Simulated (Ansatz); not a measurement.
## Band table of SnSe (CsCl type)

```
Sn Se
1.0
     2.71148    0.00000    0.00000
     0.00000    2.71148    0.00000
     0.00000    0.00000    2.71148
Sn Se
1 1
Direct
  0.00000 0.00000 0.00000
  0.50000 0.50000 0.50000
```

The cell comes from a relaxation on PAW files under the same functional, begun from a prototype that needn't be the stable phase.

All numbers are PBE results (scalar-relativistic) from Ansatz 0.2.0, with a Γ-centred 14×14×14 k mesh, Fermi–Dirac smearing of 0.1 eV, no spin polarisation. Methods: LAPW: all electrons, basis error target 1 meV/atom.

This run: volume at 0.4 of the series' base cell.

Spin–orbit coupling is left out, which matters for the heavy atoms. The structure type is held throughout; the real material can change phase at far lower pressure.

Path points, in fractions of the reciprocal vectors: Γ (0.000, 0.000, 0.000), X (0.000, 0.500, 0.000), M (0.500, 0.500, 0.000), R (0.500, 0.500, 0.500). The distance column jumps between branches of the path. Levels in eV from the Fermi level; bands 19 to 32, counted from the lowest band of the run. The gap is zero, the pressure 379.5 GPa.

```
# k(1/Å) point b19 b20 b21 b22 b23 b24 b25 b26 b27 b28 b29 b30 b31 b32
0.000 Γ -25.45 -25.25 -25.25 -24.05 -24.05 -24.05 -6.22 -6.22 -6.22 -0.59 1.20 1.20 14.03 14.03
0.145 - -25.37 -25.24 -25.21 -24.07 -24.07 -24.05 -7.01 -6.11 -6.11 -0.25 1.21 1.81 13.52 13.52
0.290 - -25.23 -25.21 -25.04 -24.13 -24.13 -24.05 -8.68 -5.78 -5.78 0.12 1.24 3.59 11.81 11.81
0.434 - -25.21 -25.09 -24.62 -24.22 -24.22 -24.04 -10.56 -5.25 -5.25 0.40 1.28 5.92 9.85 9.85
0.579 - -25.19 -24.97 -24.32 -24.32 -24.04 -24.02 -12.41 -4.55 -4.55 0.70 1.34 7.94 7.94 8.00
0.724 - -25.17 -24.84 -24.41 -24.41 -24.03 -23.29 -14.15 -3.70 -3.70 1.07 1.40 6.15 6.15 7.93
0.869 - -25.15 -24.74 -24.50 -24.50 -24.02 -22.47 -15.69 -2.77 -2.77 1.46 1.49 4.56 4.56 6.84
1.014 - -25.14 -24.66 -24.55 -24.55 -24.02 -21.70 -16.90 -1.91 -1.91 1.50 1.88 3.31 3.31 5.94
1.159 X -25.13 -24.64 -24.57 -24.57 -24.02 -21.32 -17.42 -1.51 -1.51 1.51 2.07 2.78 2.78 5.58
1.303 - -25.11 -24.65 -24.61 -24.56 -24.03 -21.16 -17.36 -2.64 -1.50 1.55 1.81 2.91 3.06 6.35
1.448 - -25.05 -24.87 -24.54 -24.52 -24.08 -20.72 -17.18 -4.55 -1.47 -0.49 2.09 3.29 5.16 6.78
1.593 - -25.14 -24.97 -24.52 -24.36 -24.14 -20.07 -16.88 -6.49 -2.55 -1.42 2.51 3.92 6.72 7.39
1.738 - -25.40 -24.90 -24.49 -24.21 -24.16 -19.26 -16.44 -8.36 -4.52 -1.35 3.07 4.77 6.51 9.33
1.883 - -25.62 -24.84 -24.45 -24.29 -23.94 -18.33 -15.88 -10.13 -6.32 -1.29 3.76 5.83 6.24 10.13
2.028 - -25.79 -24.80 -24.43 -24.35 -23.75 -17.27 -15.24 -11.78 -7.88 -1.23 4.55 6.00 7.07 9.57
2.172 - -25.89 -24.77 -24.41 -24.39 -23.62 -16.12 -14.64 -13.29 -9.04 -1.19 5.35 5.83 8.47 8.65
2.317 M -25.93 -24.76 -24.40 -24.40 -23.58 -15.16 -14.37 -14.37 -9.50 -1.17 5.77 5.77 8.16 9.86
2.522 - -25.86 -24.78 -24.40 -24.39 -23.67 -16.83 -14.14 -13.26 -8.55 -1.22 4.97 5.98 8.03 9.01
2.727 - -25.66 -24.84 -24.39 -24.35 -23.90 -18.89 -13.48 -12.45 -6.15 -1.48 3.75 6.57 6.82 10.12
2.932 - -25.37 -24.91 -24.36 -24.30 -24.22 -20.76 -12.47 -11.74 -3.04 -2.19 2.71 6.70 7.51 10.46
3.137 - -25.05 -25.01 -24.55 -24.30 -24.23 -22.34 -11.18 -10.88 -3.27 0.31 2.08 7.63 8.25 9.19
3.341 - -25.10 -24.84 -24.79 -24.23 -24.16 -23.54 -9.76 -9.72 -4.41 1.14 4.45 6.23 6.41 9.33
3.546 - -25.18 -25.06 -24.87 -24.14 -24.11 -24.10 -8.40 -8.18 -5.37 0.78 3.55 3.86 8.36 11.53
3.751 - -25.29 -25.22 -25.20 -24.09 -24.08 -24.06 -6.98 -6.83 -6.00 0.15 1.61 1.98 12.16 13.49
3.956 Γ -25.45 -25.25 -25.25 -24.05 -24.05 -24.05 -6.22 -6.22 -6.22 -0.59 1.20 1.20 14.03 14.03
4.207 - -25.21 -25.20 -25.20 -24.09 -24.09 -24.09 -6.95 -6.72 -6.72 0.72 2.00 2.00 12.12 12.12
4.457 - -25.04 -25.04 -24.79 -24.19 -24.19 -23.88 -8.19 -7.78 -7.78 3.49 3.98 3.98 8.46 8.62
4.708 - -24.89 -24.81 -24.81 -24.35 -24.35 -22.68 -9.27 -8.81 -8.81 3.68 5.17 5.17 6.66 6.66
4.959 - -25.11 -24.66 -24.66 -24.43 -24.43 -20.80 -10.14 -9.53 -9.53 0.58 1.98 1.98 9.85 9.85
5.210 - -25.27 -24.87 -24.87 -24.13 -24.13 -18.50 -10.86 -9.81 -9.81 -1.96 -0.90 -0.90 7.56 13.49
5.461 - -25.34 -25.10 -25.10 -23.84 -23.84 -16.10 -11.21 -9.61 -9.61 -3.74 -3.42 -3.42 3.28 17.55
5.712 - -25.34 -25.27 -25.27 -23.63 -23.63 -14.65 -10.18 -8.94 -8.94 -5.50 -5.50 -5.13 -0.39 21.76
5.963 R -25.33 -25.33 -25.33 -23.55 -23.55 -14.41 -8.28 -8.28 -8.28 -6.63 -6.63 -6.63 -1.92 23.60
6.167 - -25.34 -25.30 -25.27 -23.63 -23.58 -14.54 -9.74 -9.31 -8.17 -6.38 -5.75 -5.04 -0.91 22.46
6.372 - -25.38 -25.21 -25.10 -23.83 -23.66 -15.14 -11.79 -9.93 -7.84 -5.65 -4.96 -2.54 1.62 18.91
6.577 - -25.39 -25.09 -24.86 -24.11 -23.79 -16.31 -13.63 -9.46 -7.27 -4.52 -4.23 0.19 4.88 15.07
6.782 - -25.34 -24.94 -24.60 -24.42 -23.96 -17.70 -15.12 -8.25 -6.45 -3.32 -3.05 2.95 8.41 11.50
6.987 - -25.19 -24.80 -24.71 -24.40 -24.15 -19.04 -16.21 -6.60 -5.37 -2.10 -1.36 5.09 8.24 11.37
7.192 - -24.95 -24.94 -24.68 -24.44 -24.14 -20.18 -16.91 -4.69 -4.03 -0.52 0.41 5.02 5.32 10.19
7.396 - -25.08 -24.69 -24.60 -24.58 -24.05 -21.01 -17.30 -2.71 -2.52 1.37 2.02 2.84 3.28 7.36
7.601 X -25.13 -24.64 -24.57 -24.57 -24.02 -21.32 -17.42 -1.51 -1.51 1.51 2.07 2.78 2.78 5.58
9.240 R -25.33 -25.33 -25.33 -23.55 -23.55 -14.41 -8.28 -8.28 -8.28 -6.63 -6.63 -6.63 -1.92 23.60
9.385 - -25.35 -25.30 -25.30 -23.60 -23.55 -14.46 -9.09 -9.09 -8.07 -6.90 -5.71 -5.71 -1.43 23.05
9.529 - -25.42 -25.21 -25.21 -23.74 -23.56 -14.58 -10.29 -10.29 -7.47 -7.47 -4.17 -4.17 -0.19 21.03
9.674 - -25.52 -25.07 -25.07 -23.94 -23.56 -14.73 -11.41 -11.41 -8.08 -6.56 -2.48 -2.48 1.47 18.04
9.819 - -25.64 -24.90 -24.90 -24.18 -23.57 -14.88 -12.40 -12.40 -8.59 -5.40 -0.68 -0.68 3.40 15.23
9.964 - -25.75 -24.72 -24.72 -24.41 -23.57 -15.00 -13.23 -13.23 -9.00 -4.08 1.18 1.18 5.48 12.66
10.109 - -25.84 -24.60 -24.56 -24.56 -23.58 -15.09 -13.85 -13.85 -9.28 -2.75 3.07 3.07 7.57 10.44
10.253 - -25.91 -24.72 -24.44 -24.44 -23.58 -15.14 -14.24 -14.24 -9.44 -1.64 4.83 4.83 8.80 9.37
10.398 M -25.93 -24.76 -24.40 -24.40 -23.58 -15.16 -14.37 -14.37 -9.50 -1.17 5.77 5.77 8.16 9.86
```
